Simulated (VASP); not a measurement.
ZrN:

```
Zr N
1.0
     0.00000    2.29427    2.29427
     2.29427    0.00000    2.29427
     2.29427    2.29427    0.00000
Zr N
1 1
Direct
  0.50000 0.50000 0.50000
  0.00000 0.00000 0.00000
```

The cell is a database's computed one.

- Program: VASP 6.6.1
- Task: relaxation of cell and atoms
- Functional: RPBE
- Potentials or basis: VASP PAW PBE potentials, release 64 (Zr_sv, N)
- Cutoff: 600 eV
- k mesh: 16 × 16 × 16
- Occupations: gaussian, width 0.1 eV
- Spin: no spin polarisation

At the start: pressure 5.0 GPa; volume 12.08 Å³/atom.

Where does the relaxation end?

Over 3 steps the energy falls by 3.7 meV/atom and the volume is 12.32 Å³/atom (+2.1 %); space group Fm-3m (No. 225, to 0.05 Å).

The path:
```
step  energy change (eV)  largest force (eV/Å)  pressure (GPa)  volume (Å³)
   1              0.0000                0.0000            4.98        24.15
   2              0.0128                0.0000           -7.43        25.49
   3             -0.0075                0.0000           -0.04        24.65
```

Final structure:
```
Zr N
1.0
     0.00000    2.30985    2.30985
     2.30985    0.00000    2.30985
     2.30985    2.30985    0.00000
Zr N
1 1
Cartesian
  2.3098 2.3098 2.3098
  0.0000 0.0000 0.0000
```

Caveat: the PAW data sets were made with another functional, which shifts forces and pressure a little.
